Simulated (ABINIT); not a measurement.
Set up this calculation in ABINIT 10.8.3 (patched build), as the native input.

```yaml
Task: band structure
Functional: PBEsol
Potentials_or_basis: JTH PAW PBE v2.0
Cutoff: 517 eV
k_mesh: 10 × 10 × 10
Occupations: fermi-dirac, width 0.05 eV
Spin: spin-orbit coupling, no magnetisation
Fine-grid_cutoff: 1034.03 eV
```

The system is Hf.

```
Hf
1.0
     0.00000    2.22000    2.22000
     2.22000    0.00000    2.22000
     2.22000    2.22000    0.00000
Hf
1
Direct
  0.00000 0.00000 0.00000
```

This isn't the form of Hf at room conditions, which is hcp.

The input as run:

run.abi

```
# Datasets: ground state, then fixed potential
ndtset 2

# Pseudopotentials
pp_dirpath "./"
pseudos "Hf.GGA_PBE-JTH.xml"

# Structure
acell 3.1395541085 3.1395541085 3.1395541085 Angstrom
rprim
     0.0000000000     0.7071067812     0.7071067812
     0.7071067812     0.0000000000     0.7071067812
     0.7071067812     0.7071067812     0.0000000000
ntypat 1
znucl 72
natom 1
typat 1
xred
     0.0000000000     0.0000000000     0.0000000000

# Plane-wave basis
ecut 19.0
pawecutdg 38.0
pawxcdev 0

# Exchange and correlation
ixc -116133

# Bands and occupations
occopt 3
tsmear 0.05 eV

# Spin
nspinor 2
nspden 1
pawspnorb 1

# SCF cycle
nstep 100

# Output
iomode 3
prtwf 0
prteig 0
prtebands 0
enunit 1
prtden1 1

# Dataset 1
kptopt1 4
ngkpt1 10 10 10
nshiftk1 1
shiftk1 0.0 0.0 0.0
nband1 20
tolvrs1 1.0e-9

# Dataset 2: bands along G-X-W-K-G-L-U-W-L-K
iscf2 -2
getden2 1
nband2 32
nbdbuf2 8
tolwfr2 1.0e-11
kptopt2 -9
ndivsm2 5
prteig2 1
prtvol2 -3
kptbounds2
     0.0000000000     0.0000000000     0.0000000000
     0.5000000000     0.0000000000     0.5000000000
     0.5000000000     0.2500000000     0.7500000000
     0.3750000000     0.3750000000     0.7500000000
     0.0000000000     0.0000000000     0.0000000000
     0.5000000000     0.5000000000     0.5000000000
     0.6250000000     0.2500000000     0.6250000000
     0.5000000000     0.2500000000     0.7500000000
     0.5000000000     0.5000000000     0.5000000000
     0.3750000000     0.3750000000     0.7500000000
```

Potentials or basis: JTH PAW PBE v2.0.

Launch:

```bash
$ abinit run.abi > log 2>&1
```

It gave:

The pressure is -2.2 GPa and the band gap on the k mesh is none (metal or under the smearing width). The valence electrons inside the program's atomic spheres are Hf 9.52 (radii [1.2759] Å).

Caveat: the PAW data sets were made with another functional, which shifts forces and pressure a little.

Wall time 54 s on 1 thread of Intel(R) Xeon(R) 6975P-C (Granite Rapids), with other jobs on the host, peak memory 0.15 GiB.
